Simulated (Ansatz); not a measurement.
# Rhodium, simple cubic under PBEsol: from relaxation to bulk modulus, part 2 of 2

What does PBEsol give for rhodium in the simple cubic structure? We relax it, solve it on a dense k-mesh, then scale the cell to 7 volumes from 88 to 112 % of the relaxed one and try a fit of the equation of state. Spin polarisation is left out. The k-meshes are 13×13×13 for the relaxation; 20×20×20 for the dense run; 14×14×14 for the volumes.

Ansatz 0.2.0; DFT, PBEsol, plane waves (420 eV) with PAW, scalar-relativistic. The steps go on from the part before.

### Step 5. The cell scaled to 92 % of its volume

This is Rh in the simple cubic structure; at room conditions it is fcc.

Contents of input.yaml:

```yaml
crystal:
  lattice:
    - [2.432248038, 0.0, 0.0]
    - [0.0, 2.432248038, 0.0]
    - [0.0, 0.0, 2.432248038]
  atoms:
    - { symbol: Rh, position: [0.0, 0.0, 0.0] }
hamiltonian:
  xc: pbesol
  pseudopotentials:
    kind: paw
    azcp:
      Rh: "pseudopotentials/Rh.paw.azcp"
basis:
  ecutwfc: 420
  fft_grid_basis: typed
kpoints:
  mp_grid: { grid: [14, 14, 14], shift: [0, 0, 0] }
magnetization:
  spin_polarized: false
scf:
  occupations: { method: fermi_dirac, width: 0.1 }
  lower_state_search: "off"
output:
  stress: true
```

Started as:

```console
$ ansatz run input.yaml --threads 2 --pin off --max-ram 5120MiB --backend cpu --events-out ev --progress --plain --runs-dir out
```

The log of the run, shortened:

```text
Warning: <dir> the record states the generating functional pbe (its physics header spells it `PBE`), which answers neither for hamiltonian.xc's functional nor for the pbesol family's — results may be inconsistent (PPs are generated against a specific XC)
Warning: RAYON_NUM_THREADS=2 ignored (pool sized by the plan → 2); use --threads N
[...]
Pseudopotentials: kind: paw
Pseudopotential: Rh, paw, valence charge 17, recommended cutoff 420 eV (normal), <dir>
Functional definition: PBEsol
[...]
Crystal: 1 atoms, lattice volume = 14.389 Å³
Basis set: ecut = 420 eV, 257 PW (Γ)
Bands: 13, of which v1, the nominal top of the filled ones, is band 9 counted from 1 (8 counted from 0)
Symmetry: 48 space group operations
Space group: Pm-3m (ITA 221), of the structure as read, at distance tolerance 2.4e-5 Å
k-points: 120 of 2744
[...]
SCF iter   1: F=—  HF=-6337.814091 eV  |F-HF|=—  |Δ(HF+E_count)|=         —  Δρ=8.30e-3  dr2=6.18e-3  ethr=1.77e-3  ⟨swp⟩=4.8  Hψ=8515  notcnv=0
[...]
SCF iter   6: F=-6337.812494 eV  HF=-6337.812494 eV  |F-HF|=2.09e-10  |Δ(HF+E_count)|=   1.09e-9  Δρ=1.65e-6  dr2=3.28e-10  ethr=6.97e-11  ⟨swp⟩=2.0  Hψ=4596  notcnv=0
[...]
SCF converged after 6 iterations
Free energy (F): -6337.812494 eV
[...]
E sigma→0 (E₀):  -6337.789835 eV
Entropy (-TS):   -0.045318 eV (-45.318 meV/atom)
Fermi energy:    21.123040 eV
[...]
--- Stress (GPa, compression-positive) ---
       21.352648      -0.000000       0.000000
       -0.000000      21.352648       0.000000
        0.000000      -0.000000      21.352648
  P = ⅓ Tr σ = 21.3526 GPa (213.526 kbar)
```

It took 0.7 s on 2 threads of Arm Neoverse V2, shared host; peak memory 0.27 GiB.

### Step 6. The cell scaled to 96 % of its volume

input.yaml: that of step 5 with these lines changed.

```diff
@@ -2,5 +2,5 @@
   lattice:
-    - [2.432248038, 0.0, 0.0]
-    - [0.0, 2.432248038, 0.0]
-    - [0.0, 0.0, 2.432248038]
+    - [2.4669991336, 0.0, 0.0]
+    - [0.0, 2.4669991336, 0.0]
+    - [0.0, 0.0, 2.4669991336]
   atoms:
```

Started as:

```console
$ ansatz run input.yaml --threads 2 --pin off --max-ram 5120MiB --backend cpu --events-out ev --progress --plain --runs-dir out
```

The log of the run, shortened:

```text
Warning: <dir> the record states the generating functional pbe (its physics header spells it `PBE`), which answers neither for hamiltonian.xc's functional nor for the pbesol family's — results may be inconsistent (PPs are generated against a specific XC)
Warning: RAYON_NUM_THREADS=2 ignored (pool sized by the plan → 2); use --threads N
[...]
[... 3 set-up lines as earlier in the session ...]
[...]
Crystal: 1 atoms, lattice volume = 15.014 Å³
Basis set: ecut = 420 eV, 257 PW (Γ)
Bands: 13, of which v1, the nominal top of the filled ones, is band 9 counted from 1 (8 counted from 0)
[... 2 set-up lines as earlier in the session ...]
k-points: 120 of 2744
[...]
SCF iter   1: F=—  HF=-6337.872645 eV  |F-HF|=—  |Δ(HF+E_count)|=         —  Δρ=7.04e-3  dr2=5.48e-3  ethr=1.77e-3  ⟨swp⟩=4.8  Hψ=8464  notcnv=0
[...]
SCF iter   6: F=-6337.871354 eV  HF=-6337.871354 eV  |F-HF|=3.67e-10  |Δ(HF+E_count)|=   2.60e-9  Δρ=2.13e-6  dr2=5.74e-10  ethr=1.57e-10  ⟨swp⟩=2.3  Hψ=4953  notcnv=0
[...]
SCF converged after 6 iterations
Free energy (F): -6337.871354 eV
[...]
E sigma→0 (E₀):  -6337.846988 eV
Entropy (-TS):   -0.048732 eV (-48.732 meV/atom)
Fermi energy:    19.974636 eV
[...]
--- Stress (GPa, compression-positive) ---
        9.279702       0.000000       0.000000
        0.000000       9.279702       0.000000
        0.000000       0.000000       9.279702
  P = ⅓ Tr σ = 9.2797 GPa (92.797 kbar)
```

Run time: 0.72 s. Hardware: 2 threads of Arm Neoverse V2, shared host; peak memory 0.27 GiB.

### Step 7. The cell scaled to 100 % of its volume

input.yaml: that of step 6 with these lines changed.

```diff
@@ -2,5 +2,5 @@
   lattice:
-    - [2.4669991336, 0.0, 0.0]
-    - [0.0, 2.4669991336, 0.0]
-    - [0.0, 0.0, 2.4669991336]
+    - [2.5007978423, 0.0, 0.0]
+    - [0.0, 2.5007978423, 0.0]
+    - [0.0, 0.0, 2.5007978423]
   atoms:
@@ -25 +25,5 @@
   stress: true
+  write_density: true
+  write_potential: true
+  elf: true
+  volumetric_format: npy
```

Started as:

```console
$ ansatz run input.yaml --threads 2 --pin off --max-ram 5120MiB --backend cpu --events-out ev --progress --plain --runs-dir out
```

The log of the run, shortened:

```text
Warning: <dir> the record states the generating functional pbe (its physics header spells it `PBE`), which answers neither for hamiltonian.xc's functional nor for the pbesol family's — results may be inconsistent (PPs are generated against a specific XC)
Warning: RAYON_NUM_THREADS=2 ignored (pool sized by the plan → 2); use --threads N
[...]
[... 3 set-up lines as earlier in the session ...]
[...]
Crystal: 1 atoms, lattice volume = 15.640 Å³
Basis set: ecut = 420 eV, 305 PW (Γ)
Bands: 13, of which v1, the nominal top of the filled ones, is band 9 counted from 1 (8 counted from 0)
[... 2 set-up lines as earlier in the session ...]
k-points: 120 of 2744
[...]
SCF iter   1: F=—  HF=-6337.889362 eV  |F-HF|=—  |Δ(HF+E_count)|=         —  Δρ=6.40e-3  dr2=5.06e-3  ethr=1.77e-3  ⟨swp⟩=4.8  Hψ=8413  notcnv=0
[...]
SCF iter   6: F=-6337.888303 eV  HF=-6337.888303 eV  |F-HF|=1.86e-10  |Δ(HF+E_count)|=  8.55e-10  Δρ=1.72e-6  dr2=3.38e-10  ethr=1.18e-10  ⟨swp⟩=5.2  Hψ=7956  notcnv=0
[...]
SCF converged after 6 iterations
Free energy (F): -6337.888303 eV
[...]
E sigma→0 (E₀):  -6337.862234 eV
Entropy (-TS):   -0.052138 eV (-52.138 meV/atom)
Fermi energy:    18.918676 eV
[...]
--- Stress (GPa, compression-positive) ---
       -0.216538      -0.000000       0.000000
       -0.000000      -0.216538       0.000000
        0.000000       0.000000      -0.216538
  P = ⅓ Tr σ = -0.2165 GPa (-2.165 kbar)
--- Band table (eV; the first three rows and the last of 120) ---
  k-point 0: bands = ["-59.5962", "-27.0805", "-27.0805", "-27.0805", "11.8241", "13.5059", "13.5059", "19.7365", "19.7365", "19.7365", "35.8502", "35.8502", "35.8502"]
[...]
```

It took 0.96 s on 2 threads of Arm Neoverse V2, shared host; peak memory 0.27 GiB.

### Step 8. The cell scaled to 104 % of its volume

input.yaml: that of step 7 with these lines changed.

```diff
@@ -2,5 +2,5 @@
   lattice:
-    - [2.5007978423, 0.0, 0.0]
-    - [0.0, 2.5007978423, 0.0]
-    - [0.0, 0.0, 2.5007978423]
+    - [2.533706851, 0.0, 0.0]
+    - [0.0, 2.533706851, 0.0]
+    - [0.0, 0.0, 2.533706851]
   atoms:
```

Started as:

```console
$ ansatz run input.yaml --threads 2 --pin off --max-ram 5120MiB --backend cpu --events-out ev --progress --plain --runs-dir out
```

The log of the run, shortened:

```text
Warning: <dir> the record states the generating functional pbe (its physics header spells it `PBE`), which answers neither for hamiltonian.xc's functional nor for the pbesol family's — results may be inconsistent (PPs are generated against a specific XC)
Warning: RAYON_NUM_THREADS=2 ignored (pool sized by the plan → 2); use --threads N
[...]
[... 3 set-up lines as earlier in the session ...]
[...]
Crystal: 1 atoms, lattice volume = 16.266 Å³
Basis set: ecut = 420 eV, 305 PW (Γ)
Bands: 13, of which v1, the nominal top of the filled ones, is band 9 counted from 1 (8 counted from 0)
[... 2 set-up lines as earlier in the session ...]
k-points: 120 of 2744
[...]
SCF iter   1: F=—  HF=-6337.873296 eV  |F-HF|=—  |Δ(HF+E_count)|=         —  Δρ=6.16e-3  dr2=4.82e-3  ethr=1.77e-3  ⟨swp⟩=4.8  Hψ=8375  notcnv=0
[...]
SCF iter   6: F=-6337.872314 eV  HF=-6337.872314 eV  |F-HF|=7.82e-11  |Δ(HF+E_count)|=  4.74e-10  Δρ=1.29e-6  dr2=1.68e-10  ethr=8.21e-11  ⟨swp⟩=5.2  Hψ=7802  notcnv=0
[...]
SCF converged after 6 iterations
Free energy (F): -6337.872314 eV
[...]
E sigma→0 (E₀):  -6337.844538 eV
Entropy (-TS):   -0.055553 eV (-55.553 meV/atom)
Fermi energy:    17.944767 eV
[...]
--- Stress (GPa, compression-positive) ---
       -7.672277       0.000000       0.000000
        0.000000      -7.672277       0.000000
        0.000000       0.000000      -7.672277
  P = ⅓ Tr σ = -7.6723 GPa (-76.723 kbar)
--- Band table (eV; the first three rows and the last of 120) ---
  k-point 0: bands = ["-60.4645", "-27.9970", "-27.9970", "-27.9970", "11.1101", "12.8258", "12.8258", "18.7061", "18.7061", "18.7061", "34.5951", "34.5951", "34.5951"]
[...]
```

It took 0.98 s on 2 threads of Arm Neoverse V2, shared host; peak memory 0.27 GiB.

### Step 9. The cell scaled to 108 % of its volume

input.yaml: that of step 8 with these lines changed.

```diff
@@ -2,5 +2,5 @@
   lattice:
-    - [2.533706851, 0.0, 0.0]
-    - [0.0, 2.533706851, 0.0]
-    - [0.0, 0.0, 2.533706851]
+    - [2.5657824947, 0.0, 0.0]
+    - [0.0, 2.5657824947, 0.0]
+    - [0.0, 0.0, 2.5657824947]
   atoms:
@@ -25,5 +25 @@
   stress: true
-  write_density: true
-  write_potential: true
-  elf: true
-  volumetric_format: npy
```

Started as:

```console
$ ansatz run input.yaml --threads 2 --pin off --max-ram 5120MiB --backend cpu --events-out ev --progress --plain --runs-dir out
```

The log of the run, shortened:

```text
Warning: <dir> the record states the generating functional pbe (its physics header spells it `PBE`), which answers neither for hamiltonian.xc's functional nor for the pbesol family's — results may be inconsistent (PPs are generated against a specific XC)
Warning: RAYON_NUM_THREADS=2 ignored (pool sized by the plan → 2); use --threads N
[...]
[... 3 set-up lines as earlier in the session ...]
[...]
Crystal: 1 atoms, lattice volume = 16.891 Å³
Basis set: ecut = 420 eV, 341 PW (Γ)
Bands: 13, of which v1, the nominal top of the filled ones, is band 9 counted from 1 (8 counted from 0)
[... 1 set-up line as earlier in the session ...]
Space group: Pm-3m (ITA 221), of the structure as read, at distance tolerance 2.6e-5 Å
k-points: 120 of 2744
[...]
SCF iter   1: F=—  HF=-6337.831398 eV  |F-HF|=—  |Δ(HF+E_count)|=         —  Δρ=6.15e-3  dr2=4.80e-3  ethr=1.77e-3  ⟨swp⟩=4.8  Hψ=8303  notcnv=0
[...]
SCF iter   6: F=-6337.830488 eV  HF=-6337.830488 eV  |F-HF|=5.28e-11  |Δ(HF+E_count)|=  7.09e-11  Δρ=1.04e-6  dr2=1.07e-10  ethr=3.97e-11  ⟨swp⟩=2.0  Hψ=4783  notcnv=0
[...]
SCF converged after 6 iterations
Free energy (F): -6337.830488 eV
[...]
E sigma→0 (E₀):  -6337.800999 eV
Entropy (-TS):   -0.058978 eV (-58.978 meV/atom)
Fermi energy:    17.043972 eV
[...]
--- Stress (GPa, compression-positive) ---
      -13.505578       0.000000       0.000000
        0.000000     -13.505578       0.000000
       -0.000000       0.000000     -13.505578
  P = ⅓ Tr σ = -13.5056 GPa (-135.056 kbar)
```

It took 0.76 s on 2 threads of Arm Neoverse V2, shared host; peak memory 0.27 GiB.

### Step 10. The cell scaled to 112 % of its volume

input.yaml: that of step 9 with these lines changed.

```diff
@@ -2,5 +2,5 @@
   lattice:
-    - [2.5657824947, 0.0, 0.0]
-    - [0.0, 2.5657824947, 0.0]
-    - [0.0, 0.0, 2.5657824947]
+    - [2.5970756092, 0.0, 0.0]
+    - [0.0, 2.5970756092, 0.0]
+    - [0.0, 0.0, 2.5970756092]
   atoms:
```

Started as:

```console
$ ansatz run input.yaml --threads 2 --pin off --max-ram 5120MiB --backend cpu --events-out ev --progress --plain --runs-dir out
```

The log of the run, shortened:

```text
Warning: <dir> the record states the generating functional pbe (its physics header spells it `PBE`), which answers neither for hamiltonian.xc's functional nor for the pbesol family's — results may be inconsistent (PPs are generated against a specific XC)
Warning: RAYON_NUM_THREADS=2 ignored (pool sized by the plan → 2); use --threads N
[...]
[... 3 set-up lines as earlier in the session ...]
[...]
Crystal: 1 atoms, lattice volume = 17.517 Å³
Basis set: ecut = 420 eV, 341 PW (Γ)
Bands: 13, of which v1, the nominal top of the filled ones, is band 9 counted from 1 (8 counted from 0)
[... 2 set-up lines as earlier in the session ...]
k-points: 120 of 2744
[...]
SCF iter   1: F=—  HF=-6337.769488 eV  |F-HF|=—  |Δ(HF+E_count)|=         —  Δρ=6.24e-3  dr2=4.98e-3  ethr=1.77e-3  ⟨swp⟩=4.8  Hψ=8267  notcnv=0
[...]
SCF iter   6: F=-6337.768514 eV  HF=-6337.768514 eV  |F-HF|=6.82e-11  |Δ(HF+E_count)|=  1.64e-10  Δρ=1.01e-6  dr2=1.22e-10  ethr=2.69e-11  ⟨swp⟩=1.8  Hψ=4758  notcnv=0
[...]
SCF converged after 6 iterations
Free energy (F): -6337.768514 eV
[...]
E sigma→0 (E₀):  -6337.737300 eV
Entropy (-TS):   -0.062428 eV (-62.428 meV/atom)
Fermi energy:    16.208363 eV
[...]
--- Stress (GPa, compression-positive) ---
      -18.048671       0.000000       0.000000
        0.000000     -18.048671       0.000000
        0.000000       0.000000     -18.048671
  P = ⅓ Tr σ = -18.0487 GPa (-180.487 kbar)
```

Wall time 0.84 s (2 threads of Arm Neoverse V2, shared host); peak memory 0.27 GiB.

### Step 11. Fitting the volumes

The cell was scaled evenly, with its shape and the fractional positions fixed.

```
V (Å³/atom)  E − E₀ (meV/atom)  P from the stress (GPa)  P from the fit (GPa)
     13.763              182.9                    36.70                 36.32
     14.389               72.5                    21.35                 20.90
     15.014               15.3                     9.28                  8.83
     15.640                0.1                    -0.22                 -0.65
     16.266               17.8                    -7.67                 -8.10
     16.891               61.3                   -13.51                -13.95
     17.517              125.0                   -18.05                -18.53
```

A third-order Birch-Murnaghan fit gives V₀ = 15.592 Å³/atom, B₀ = 213 GPa and B₀′ = 5.0; it misses no point by more than 0.04 meV/atom.

The fit is made to E(σ → 0), while the stress belongs to the free energy F; that is one source of the offset between the two pressures.

### Step 12. Results

The summary covers parts 1 to 2.

| quantity | value |
| --- | --- |
| space group (spins left aside) | Pm-3m (No. 221) |
| conventional cell | a = 2.501 Å |
| volume | 15.640 Å³/atom |
| shortest distance | 2.501 Å |
| gap on the mesh | none (levels filled in part) |
| relative to fcc | +890 meV/atom |
| V₀, B₀, B₀′ | 15.592 Å³/atom, 213 GPa, 5.0 |

What this shows: From the guessed start the volume grew by 5.3 % in 5 steps. It lies 890 meV/atom above the element's reference form at the same level (fcc, from a run of its own), so it is far from stable. Levels at the Fermi energy are filled in part, as in a metal. B₀ comes out at 213 GPa. Relaxation kept the symmetry; phonons were not checked.
